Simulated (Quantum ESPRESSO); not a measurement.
# Pb (Fm-3m) in Quantum ESPRESSO: a series of runs

The runs below take Pb through phonons, phonon dispersion, with RPBE, vdW-DF-cx, LDA, PBE, PBEsol.

All numbers are computed with Quantum ESPRESSO 7.5; they aren't measurements. Logs are shortened: lines on timing, memory, paths and dates and some standing lists are left out, and cuts for length are marked.

### 1 The crystal as given

It takes space group Fm-3m (No. 225, cubic). The conventional cell has a = 4.950 Å, b = 4.950 Å, c = 4.950 Å, α = 90.00°, β = 90.00°, γ = 90.00°. Pb (site symmetry m-3m) has 12 Pb at 3.50 Å as nearest neighbours.

### 2 Phonons, RPBE

File pw.in:

```
&CONTROL
  calculation = 'scf'
  prefix = 'pwscf'
  outdir = './tmp'
  pseudo_dir = './pseudo'
  tprnfor = .true.
  tstress = .true.
  disk_io = 'low'
/
&SYSTEM
  ibrav = 0
  nat = 1
  ntyp = 1
  ecutwfc = 56
  nbnd = 13
  input_dft = 'rpbe'
  occupations = 'smearing'
  smearing = 'mv'
  degauss = 0.01469973
/
&ELECTRONS
  conv_thr = 2d-10
  electron_maxstep = 120
  mixing_beta = 0.5
/
ATOMIC_SPECIES
Pb   207.2000 Pb.upf
CELL_PARAMETERS angstrom
   0.0000000000    2.4750200000    2.4750200000
   2.4750200000    0.0000000000    2.4750200000
   2.4750200000    2.4750200000    0.0000000000
ATOMIC_POSITIONS crystal
Pb     0.0000000000    0.0000000000    0.0000000000
K_POINTS automatic
9 9 9 0 0 0
```

File relax.in:

```
&CONTROL
  calculation = 'vc-relax'
  prefix = 'pwscf'
  outdir = './tmp'
  pseudo_dir = './pseudo'
  tprnfor = .true.
  tstress = .true.
  disk_io = 'low'
  nstep = 40
  forc_conv_thr = 0.0001
  etot_conv_thr = 1d-06
/
&SYSTEM
  ibrav = 0
  nat = 1
  ntyp = 1
  ecutwfc = 56
  nbnd = 13
  input_dft = 'rpbe'
  occupations = 'smearing'
  smearing = 'mv'
  degauss = 0.01469973
/
&ELECTRONS
  conv_thr = 2d-10
  electron_maxstep = 120
  mixing_beta = 0.5
/
&IONS
  ion_dynamics = 'bfgs'
/
&CELL
  cell_dynamics = 'bfgs'
  press = 0
  press_conv_thr = 0.2
/
ATOMIC_SPECIES
Pb   207.2000 Pb.upf
CELL_PARAMETERS angstrom
   0.0000000000    2.4750200000    2.4750200000
   2.4750200000    0.0000000000    2.4750200000
   2.4750200000    2.4750200000    0.0000000000
ATOMIC_POSITIONS crystal
Pb     0.0000000000    0.0000000000    0.0000000000
K_POINTS automatic
9 9 9 0 0 0
```

File scf2.in:

```
&CONTROL
  calculation = 'scf'
  prefix = 'pwscf'
  outdir = './tmp'
  pseudo_dir = './pseudo'
  tprnfor = .true.
  tstress = .true.
  disk_io = 'low'
/
&SYSTEM
  ibrav = 0
  nat = 1
  ntyp = 1
  ecutwfc = 56
  nbnd = 13
  input_dft = 'rpbe'
  occupations = 'smearing'
  smearing = 'mv'
  degauss = 0.01469973
/
&ELECTRONS
  conv_thr = 1d-13
  electron_maxstep = 120
  mixing_beta = 0.5
  startingpot = 'file'
  startingwfc = 'file'
/
ATOMIC_SPECIES
Pb   207.2000 Pb.upf
CELL_PARAMETERS angstrom
   0.0000000000    2.5473152209    2.5473152209
   2.5473152209    0.0000000000    2.5473152209
   2.5473152209    2.5473152209    0.0000000000
ATOMIC_POSITIONS crystal
Pb     0.0000000000    0.0000000000    0.0000000000
K_POINTS automatic
9 9 9 0 0 0
```

File ph.in:

```
phonons of Pb
&INPUTPH
  prefix = 'pwscf'
  outdir = './tmp'
  tr2_ph = 1d-18
  fildyn = 'dyn'
  niter_ph = 90
  alpha_mix(1) = 0.4
/
0.3535533906 0.3535533906 0.3535533906
```

Potentials or basis: PseudoDojo 0.4.1 SR PBE standard.

Started as:

```sh
OMP_NUM_THREADS=1 mpirun -n 4 pw.x -nk 4 -in pw.in > pw.out
OMP_NUM_THREADS=1 mpirun -n 4 pw.x -nk 4 -in relax.in > relax.out
OMP_NUM_THREADS=1 mpirun -n 4 pw.x -nk 4 -in scf2.in > scf2.out
OMP_NUM_THREADS=1 mpirun -n 4 ph.x -nk 4 -in ph.in > ph.out
```

pw.out:

```text
This program is part of the open-source Quantum ESPRESSO suite
     for quantum simulation of materials; please cite
         "P. Giannozzi et al., J. Phys.:Condens. Matter 21 395502 (2009);
         "P. Giannozzi et al., J. Phys.:Condens. Matter 29 465901 (2017);
         "P. Giannozzi et al., J. Chem. Phys. 152 154105 (2020);
     in publications or presentations arising from this work. More details at

     IMPORTANT: XC functional enforced from input :
     Exchange-correlation= RPBE
                           (   1   4  44   4   0   0   0)
     Any further DFT definition will be discarded
     Please, verify this is what you really want

     Message from routine setup:
     using ibrav=0 with symmetry is DISCOURAGED, use correct ibrav instead

     K-points division:     npool     =       4
     Subspace diagonalization in iterative solution of the eigenvalue problem:
     a serial algorithm will be used

     G-vector sticks info
     --------------------
     sticks:   dense  smooth     PW     G-vecs:    dense   smooth      PW
     Sum         673     673    211                11575    11575    1989

     Using Slab Decomposition

     bravais-lattice index     =            0
     lattice parameter (alat)  =       6.6144  a.u.
     unit-cell volume          =     204.6269 (a.u.)^3
     number of atoms/cell      =            1
     number of atomic types    =            1
     number of electrons       =        14.00
     number of Kohn-Sham states=           13
     kinetic-energy cutoff     =      56.0000  Ry
     charge density cutoff     =     224.0000  Ry
     scf convergence threshold =      2.0E-10
     mixing beta               =       0.5000
     number of iterations used =            8  plain     mixing
     Exchange-correlation= RPBE
                           (   1   4  44   4   0   0   0)

     celldm(1)=   6.614432  celldm(2)=   0.000000  celldm(3)=   0.000000
     celldm(4)=   0.000000  celldm(5)=   0.000000  celldm(6)=   0.000000

     crystal axes: (cart. coord. in units of alat)
               a(1) = (   0.000000   0.707107   0.707107 )
               a(2) = (   0.707107   0.000000   0.707107 )
               a(3) = (   0.707107   0.707107   0.000000 )

     reciprocal axes: (cart. coord. in units 2 pi/alat)
               b(1) = ( -0.707107  0.707107  0.707107 )
               b(2) = (  0.707107 -0.707107  0.707107 )
               b(3) = (  0.707107  0.707107 -0.707107 )

     PseudoPot. # 1 for Pb read from file:
     Pb.upf
     Pseudo is Norm-conserving + core correction, Zval = 14.0
     Generated using ONCVPSP code by D. R. Hamann
     Using radial grid of 1678 points,  6 beta functions with:
                l(1) =   0
                l(2) =   0
                l(3) =   1
                l(4) =   1
                l(5) =   2
                l(6) =   2

     atomic species   valence    mass     pseudopotential
     Pb               14.00   207.20000     Pb( 1.00)

     48 Sym. Ops., with inversion, found

   Cartesian axes

     site n.     atom                  positions (alat units)
         1        Pb     tau(   1) = (   0.0000000   0.0000000   0.0000000  )

     number of k points=    35  Marzari-Vanderbilt smearing, width (Ry)=  0.0147
                       cart. coord. in units 2pi/alat
        k(    1) = (   0.0000000   0.0000000   0.0000000), wk =   0.0027435
        k(    2) = (   0.0785674   0.0785674  -0.0785674), wk =   0.0219479
        k(    3) = (   0.1571348   0.1571348  -0.1571348), wk =   0.0219479
        k(    4) = (   0.2357023   0.2357023  -0.2357023), wk =   0.0219479
        k(    5) = (   0.3142697   0.3142697  -0.3142697), wk =   0.0219479
        k(    6) = (   0.1571348   0.0000000  -0.0000000), wk =   0.0164609
[... 27 lines left out ...]
        k(   34) = (  -0.0000000  -0.4714045   0.6285394), wk =   0.0658436
        k(   35) = (  -0.0785674  -0.3928371   0.7071068), wk =   0.0658436

     Dense  grid:    11575 G-vectors     FFT dimensions: (  32,  32,  32)

     Initial potential from superposition of free atoms

     starting charge      13.9979, renormalised to      14.0000
     Starting wfcs are    9 randomized atomic wfcs +    4 random wfcs

     Self-consistent Calculation

     iteration #  1     ecut=    56.00 Ry     beta= 0.50
     Davidson diagonalization with overlap
     ethr =  1.00E-02,  avg # of iterations =  5.1

     Threshold (ethr) on eigenvalues was too large:
     Diagonalizing with lowered threshold

     Davidson diagonalization with overlap
     ethr =  1.25E-05,  avg # of iterations =  8.2

     total energy              =    -140.83651118 Ry
     estimated scf accuracy    <       0.00166442 Ry

     iteration #  2     ecut=    56.00 Ry     beta= 0.50
     Davidson diagonalization with overlap
     ethr =  1.19E-05,  avg # of iterations =  1.9

     total energy              =    -140.83671540 Ry
     estimated scf accuracy    <       0.00018334 Ry

     iteration #  3     ecut=    56.00 Ry     beta= 0.50
     Davidson diagonalization with overlap
     ethr =  1.31E-06,  avg # of iterations =  2.3

     total energy              =    -140.83673427 Ry
     estimated scf accuracy    <       0.00002309 Ry
[... 12 lines left out ...]
     total energy              =    -140.83673576 Ry
     estimated scf accuracy    <       0.00000002 Ry

     iteration #  6     ecut=    56.00 Ry     beta= 0.50
     Davidson diagonalization with overlap
     ethr =  1.24E-10,  avg # of iterations =  2.0

     total energy              =    -140.83673576 Ry
     estimated scf accuracy    <          7.0E-10 Ry

     iteration #  7     ecut=    56.00 Ry     beta= 0.50
     Davidson diagonalization with overlap
     ethr =  5.03E-12,  avg # of iterations =  2.0

     End of self-consistent calculation

          k = 0.0000 0.0000 0.0000 (  1459 PWs)   bands (ev):

    -5.6228  -5.6228  -5.6228  -5.4848  -5.4848  -0.2090  18.9977  18.9977
    18.9977  21.5879  22.8200  23.9988  23.9988

          k = 0.0786 0.0786-0.0786 (  1435 PWs)   bands (ev):

    -5.6233  -5.6065  -5.6065  -5.4849  -5.4849   0.0289  16.6050  18.7062
    18.7062  21.0899  23.8667  24.5247  24.5248

          k = 0.1571 0.1571-0.1571 (  1429 PWs)   bands (ev):

    -5.6282  -5.5874  -5.5874  -5.4624  -5.4624   0.7407  13.1272  18.1023
    18.1023  20.6662  23.6018  24.2359  24.2360

          k = 0.2357 0.2357-0.2357 (  1441 PWs)   bands (ev):

    -5.6392  -5.5969  -5.5969  -5.4042  -5.4042   1.8829  10.0061  17.5393
    17.5393  20.5453  22.2431  23.2745  23.2745
[... 143 lines left out ...]
    -5.7302  -5.6599  -5.4083  -5.3678  -5.3281   4.5112   9.0761  12.5077
    12.8339  18.8147  19.8465  27.7448  29.9861

          k =-0.0000-0.4714 0.6285 (  1451 PWs)   bands (ev):

    -5.6851  -5.6143  -5.4452  -5.4188  -5.3295   4.8639   9.2382  10.7447
    13.0624  19.5271  22.3010  26.7316  26.9962

          k =-0.0786-0.3928 0.7071 (  1452 PWs)   bands (ev):

    -5.6151  -5.6013  -5.5213  -5.4324  -5.3288   4.7443   9.7223  10.6707
    12.3186  21.8623  23.0226  23.9926  26.0788

     the Fermi energy is    11.3534 ev

!    total energy              =    -140.83673576 Ry
     estimated scf accuracy    <          1.4E-11 Ry
     smearing contrib. (-TS)   =       0.00045493 Ry
     internal energy E=F+TS    =    -140.83719069 Ry

     The total energy is F=E-TS. E is the sum of the following terms:
     one-electron contribution =     -29.93340802 Ry
     hartree contribution      =      25.24152355 Ry
     xc contribution           =     -40.07818610 Ry
     ewald contribution        =     -96.06712013 Ry

     convergence has been achieved in   7 iterations

     Forces acting on atoms (cartesian axes, Ry/au):

     atom    1 type  1   force =     0.00000000    0.00000000    0.00000000

     Total force =     0.000000     Total SCF correction =     0.000000

     Computing stress (Cartesian axis) and pressure

          total   stress  (Ry/bohr**3)                   (kbar)     P=       38.99
   0.00026504  -0.00000000  -0.00000000           38.99       -0.00       -0.00
  -0.00000000   0.00026504  -0.00000000           -0.00       38.99       -0.00
  -0.00000000   0.00000000   0.00026504           -0.00        0.00       38.99

=------------------------------------------------------------------------------=
   JOB DONE.
=------------------------------------------------------------------------------=
```

scf2.out:

```text
This program is part of the open-source Quantum ESPRESSO suite
     for quantum simulation of materials; please cite
         "P. Giannozzi et al., J. Phys.:Condens. Matter 21 395502 (2009);
         "P. Giannozzi et al., J. Phys.:Condens. Matter 29 465901 (2017);
         "P. Giannozzi et al., J. Chem. Phys. 152 154105 (2020);
[... 330 lines left out ...]
   0.00000000   0.00000160   0.00000000            0.00        0.24        0.00
   0.00000000   0.00000000   0.00000160            0.00        0.00        0.24

=------------------------------------------------------------------------------=
   JOB DONE.
=------------------------------------------------------------------------------=
```

Wall time 74 s (4 MPI ranks of Arm Neoverse V2, shared host); peak memory 0.36 GiB.

Results:

- Free energy: -1916.2122 eV
- Relaxed volume: 33.06 Å³/atom
- Relaxed cell: a = 3.602 Å, b = 3.602 Å, c = 3.602 Å, α = 60.00°, β = 60.00°, γ = 60.00°
- Space group after relaxing (to 0.05 Å): Fm-3m (No. 225)
- Pressure after relaxing: 0.0 GPa
- Band gap on the k mesh: none (metal or under the smearing width)
- Highest phonon frequency at the q point run: 46 cm⁻¹

Step by step:
| step | energy change (eV) | largest force (eV/Å) | pressure (GPa) | volume (Å³) |
| --- | --- | --- | --- | --- |
| 1 | 0.0000 | 0.0000 | 3.90 | 30.32 |
| 2 | -0.0128 | 0.0000 | 2.86 | 30.93 |
| 3 | -0.0226 | 0.0000 | 1.84 | 31.61 |
| 4 | -0.0300 | 0.0000 | 0.49 | 32.64 |
| 5 | -0.0306 | 0.0000 | 0.03 | 33.03 |
| 6 | -0.0306 | 0.0000 | 0.00 | 33.06 |

Final structure:
```
Pb
1.0
     0.00000    2.54732    2.54732
     2.54732    0.00000    2.54732
     2.54732    2.54732    0.00000
Pb
1
Cartesian
  0.0000 0.0000 0.0000
```

Levels at points of the mesh, in eV from the Fermi level:
| k point | band 3 | band 4 | band 5 | band 6 | band 7 | band 8 | band 9 | band 10 | band 11 | band 12 |
| --- | --- | --- | --- | --- | --- | --- | --- | --- | --- | --- |
| (0.00, 0.00, 0.00) | -16.96 | -16.86 | -16.86 | -11.05 | 6.93 | 6.93 | 6.93 | 10.08 | 10.35 | 12.00 |

Phonon frequencies in cm⁻¹ (negative: imaginary):
| q point | frequencies |
| --- | --- |
| (0.500, 0.500, 0.500) | 16 16 46 |

Phonon modes at q = (0.500, 0.500, 0.500) in reciprocal lattice units:
```tsv
mode	symmetry	cm⁻¹
1	E_u	16
2	E_u	16
3	A_2u	46
```

Caveat: the potentials were made for another functional, which shifts forces and pressure; the q point doesn't lie on the k mesh, which can shift a metal's frequencies strongly unless the mesh is converged. The run has no spin-orbit coupling, so splittings on Pb are missing.

(Continued in part 2 of 4.)
